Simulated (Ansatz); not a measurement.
**A C vacancy in 4H-SiC, 191 atoms, charge −2 (k site)**

All numbers come from Ansatz (PAW, plane waves, no spin–orbit coupling) at the single k point (¼, ¼, ¼) without its symmetry partners. The atoms were relaxed with PBEsol in a fixed cell; other functionals are single points on those atoms unless said otherwise. The valence top and gap of the host come from its small cell on a dense mesh, with the band extrema sought between the mesh points, lined up by the mean potential, PBEsol gap 2.12 eV, HSE06 gap 3.14 eV, r²SCAN gap 2.60 eV. The charge correction uses an assumed dielectric constant of 9.7.

Cell: a = 12.312 Å, b = 15.994 Å, c = 10.076 Å, α = 90.00°, β = 90.00°, γ = 90.00°.

Nearest atoms after relaxation, from the placed atom (for vacancies from the middle of the vacant sites): Si at 1.30 Å, Si at 1.82 Å, Si at 1.83 Å, Si at 1.84 Å, C at 2.97 Å, C at 2.99 Å, C at 3.00 Å, C at 3.00 Å.

Chemical potentials μ are those of reference phases of the elements at zero temperature by the same functional (the usual solids, diamond for C, grey Sn, and the molecules H2, N2, O2, F2, Cl2, Br2 and S8).

| functional | E(defect) − E(host) − Σ nμ + q·E_VBM (eV) | monopole (eV) | alignment (eV) | formation energy at E_F = VBM (eV) | moment (μB) | wall time, shared host |
| --- | --- | --- | --- | --- | --- | --- |
| PBEsol | 7.89 | 0.63 | -0.04 | 8.48 | 0 (no spin) | 24 s on NVIDIA GB300 (relaxation) |

Q: Estimate the formation energy and moment that HSE06 gives on these atoms.

A: 10.44 eV at E_F = VBM (9.82 eV before the monopole term 0.63 eV and the alignment -0.01 eV), moment 0 (no spin). r²SCAN gives 9.69 eV.

HSE06 one-electron levels near the gap (the ten most localised at most), from the host's valence top, not corrected for the charge's images:

```csv
level (eV),spin,filling,atoms sharing it,element of the atom with most weight
-0.19,both,2.00,131.8,spread
1.68,both,2.00,12.6,Si
1.77,both,2.00,11.9,Si
3.42,both,0.00,169.5,spread
```

r²SCAN one-electron levels near the gap (the ten most localised at most), from the host's valence top, not corrected for the charge's images:

```csv
level (eV),spin,filling,atoms sharing it,element of the atom with most weight
-0.19,both,2.00,130.4,spread
1.54,both,2.00,13.1,Si
1.64,both,2.00,12.3,Si
2.87,both,0.00,168.1,spread
```

All elements are taken at their own reference at once; growth conditions in equilibrium with the host shift these energies, by up to the host's formation enthalpy.

One k point and a cell of this size can leave errors of several tenths of an eV in such numbers.

The doubly negative vacancy keeps its extra electrons in Si dangling-bond combinations: two filled, Si-centred levels lie near mid-gap in HSE06, at 1.68 and 1.77 eV. In the simple vacancy picture six electrons fill the symmetric combination and two of the three t2-derived orbitals. This partial filling favours a Jahn–Teller distortion, and the single Si drawn in to 1.30 Å fits it, probably gaining Si–Si bonding with the other three neighbours.

The formation energy at the valence top rises from PBEsol through r²SCAN to HSE06, in step with the gap. Much of this reflects the reference point, since two electrons are taken from a reservoir at the valence edge; measured from each functional's conduction edge, the three values nearly coincide. The high cost at the valence top therefore doesn't argue against this charge state in n-type material, where its energy is much lower. The known negative-U behaviour of this vacancy can't be tested without the neutral and singly negative states, each relaxed in its own geometry.
